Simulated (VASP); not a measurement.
Set up this calculation in VASP 6.6.1, as the native input.

```
Task                   : relaxation of cell and atoms
Functional             : PBE
Dispersion             : D3(BJ)
Potentials or basis    : VASP PAW PBE potentials, release 64 (Mg, O)
Cutoff                 : 600 eV
k mesh                 : 9 × 9 × 6
Occupations            : gaussian, width 0.02 eV
Spin                   : no spin polarisation
Further INCAR settings : ALGO = Normal; EDIFF = 1e-07; IBRION = 2; EDIFFG = -0.005; NSW = 90; ISIF = 3
```

The structure of MgO lies in POSCAR:

```
MgO
1.0
    3.3077869900      0.0000000000      0.0000000000
   -1.6538934900      2.8646275600      0.0000000000
    0.0000000000      0.0000000000      4.9828816700
Mg O
2 2
Direct
    0.3333333300      0.6666666700      0.0021597400
    0.6666666700      0.3333333300      0.5021597400
    0.3333333300      0.6666666700      0.4024402600
    0.6666666700      0.3333333300      0.9024402600
```

Measurements of this composition are mostly on another form, of space group No. 225.

One way to write it, as run:

INCAR

```
SYSTEM = MgO
PREC = Accurate ; ENCUT = 600
EDIFF = 1E-7 ; ISMEAR = 0
SIGMA = 0.02 ; LREAL = .False.
LASPH = .True. ; NELM = 60
ALGO = Normal ; ISIF = 3
LWAVE = .False. ; LCHARG = .False.
GGA = PE ; IVDW = 12
IBRION = 2 ; NSW = 90
EDIFFG = -0.005
```

KPOINTS

```
Automatic mesh
0
Gamma
  9 9 6
  0 0 0
```

Potentials or basis: VASP PAW PBE potentials, release 64 (Mg, O).

Command:

```sh
$ cat potpaw_PBE.64/Mg/POTCAR potpaw_PBE.64/O/POTCAR > POTCAR
$ mpirun -np 1 vasp_std > vasp.out
```

Results of the run:

```yaml
Relaxed_volume: 11.79 Å³/atom
Relaxed_cell: a = 3.294 Å, b = 3.294 Å, c = 5.018 Å, α = 90.00°, β = 90.00°, γ = 120.00°
Space_group_after_relaxing_to_0.05_Å: P6_3mc (No. 186)
Energy_gained_by_relaxing: 0.2 meV/atom
Ionic_steps: 9
Pressure_after_relaxing: 0.0 GPa
Band_gap_on_the_k_mesh: 3.52 eV, direct
Dispersion_energy_per_atom: -0.232 eV
```

Caveat: an odd mesh through Γ misses points on the zone boundary, where band edges often lie.

It took 68 s on 1 thread of Intel(R) Xeon(R) 6975P-C (Granite Rapids), on a shared host, peak memory 0.21 GiB.
